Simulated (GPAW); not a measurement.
Crystal: Yb.

```
CELL_PARAMETERS angstrom
-2.15148 2.15148 2.15148
2.15148 -2.15148 2.15148
2.15148 2.15148 -2.15148
ATOMIC_POSITIONS crystal
Yb 0.00000 0.00000 0.00000
```

This isn't the form of Yb at room conditions, which is fcc.

Base run:

```yaml
Program: GPAW 26.7.0
Functional: LDA
Potentials_or_basis: the program's PAW data sets (release 1.2.1) made for this functional
Cutoff: 800 eV
Basis: pw
k_mesh: 9 × 9 × 9
Occupations: fermi-dirac, width 0.05 eV
Spin: collinear spin, ferromagnetic start
Starting_moments: "[1.0] μB"
Hubbard_terms: Yb f U = 4 eV
```

Its results: band gap on the k mesh none (metal or under the smearing width); pressure -2.7 GPa; net moment 0.00 μB per cell.

Question: The run is repeated on the same cell with these changes: hubbard terms from Yb f U = 4 eV to Yb f U = 1 eV. What comes out?

Answer: Band gap on the k mesh none (metal or under the smearing width); pressure -4.0 GPa; net moment 0.00 μB per cell.

Caveats: one-centre terms of the f shell are cut off; spin-orbit coupling is left out, which moves the levels of the heavy elements.

Not every run made on this cell is shown here.
